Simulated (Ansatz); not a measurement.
# Te: computed DOS

```
Te
1.0
     4.44693    0.00000    0.00000
    -2.22346    3.85115    0.00000
     0.00000    0.00000    5.91492
Te
3
Cartesian
  1.1962 0.0000 0.9858
  -0.5981 1.0360 4.9291
  1.6254 2.8152 2.9575
```

The cell is COD entry 9008580, as deposited and not checked against the literature; nothing was relaxed.

Spin–orbit coupling is left out, though it moves levels of the heavy atoms by tenths of an eV or more.

All numbers below come from Ansatz 0.2.0, DFT, PBE, all-electron LAPW, scalar-relativistic.

Sampling and basis: a Γ-centred 10×10×6 k mesh, Fermi–Dirac smearing of 0.05 eV, basis error target 1 meV/atom, no spin polarisation.

States per eV and cell, averaged over 0.4 eV, from -5.8 to 4.0 eV, with energies (bin centres) from the valence-band top; empty bins are left out. The partial columns, the largest 2 alone, are projections on Löwdin-orthogonalised atomic shells (those that the program's projection atoms carry: the occupied ones and, for some elements, an empty d or f shell; other empty shells have no column), summed over atoms of an element. Weights on diffuse s and p shells depend on that basis and aren't pure angular character.

```json
{"E (eV)": "-5.7", "total": "0.13", "Te 5p": "0.13", "Te 5s": "0.00"}
{"E (eV)": "-5.3", "total": "1.23", "Te 5p": "1.20", "Te 5s": "0.02"}
{"E (eV)": "-4.9", "total": "2.23", "Te 5p": "2.18", "Te 5s": "0.04"}
{"E (eV)": "-4.5", "total": "3.19", "Te 5p": "3.09", "Te 5s": "0.08"}
{"E (eV)": "-4.1", "total": "2.30", "Te 5p": "2.20", "Te 5s": "0.09"}
{"E (eV)": "-3.7", "total": "2.67", "Te 5p": "2.52", "Te 5s": "0.12"}
{"E (eV)": "-3.3", "total": "2.27", "Te 5p": "2.13", "Te 5s": "0.12"}
{"E (eV)": "-2.9", "total": "1.90", "Te 5p": "1.77", "Te 5s": "0.11"}
{"E (eV)": "-2.5", "total": "1.56", "Te 5p": "1.46", "Te 5s": "0.08"}
{"E (eV)": "-2.1", "total": "2.15", "Te 5p": "2.01", "Te 5s": "0.11"}
{"E (eV)": "-1.7", "total": "2.78", "Te 5p": "2.60", "Te 5s": "0.13"}
{"E (eV)": "-1.3", "total": "3.15", "Te 5p": "2.93", "Te 5s": "0.16"}
{"E (eV)": "-0.9", "total": "2.96", "Te 5p": "2.77", "Te 5s": "0.14"}
{"E (eV)": "-0.5", "total": "1.34", "Te 5p": "1.24", "Te 5s": "0.07"}
{"E (eV)": "-0.1", "total": "0.15", "Te 5p": "0.14", "Te 5s": "0.01"}
{"E (eV)": "0.7", "total": "1.80", "Te 5p": "1.62", "Te 5s": "0.10"}
{"E (eV)": "1.1", "total": "3.18", "Te 5p": "2.87", "Te 5s": "0.14"}
{"E (eV)": "1.5", "total": "2.92", "Te 5p": "2.68", "Te 5s": "0.07"}
{"E (eV)": "1.9", "total": "2.83", "Te 5p": "2.59", "Te 5s": "0.05"}
{"E (eV)": "2.3", "total": "2.02", "Te 5p": "1.85", "Te 5s": "0.03"}
{"E (eV)": "2.7", "total": "1.26", "Te 5p": "1.14", "Te 5s": "0.02"}
{"E (eV)": "3.1", "total": "0.90", "Te 5p": "0.71", "Te 5s": "0.01"}
{"E (eV)": "3.5", "total": "0.64", "Te 5p": "0.24", "Te 5s": "0.00"}
{"E (eV)": "3.9", "total": "1.02", "Te 5p": "0.12", "Te 5s": "0.00"}
```

Q: Which of the resolved shells contributes most in the top eV of the valence band?

A: Te 5p, with 93 % of all states there; Te 5s follows with 5 %.
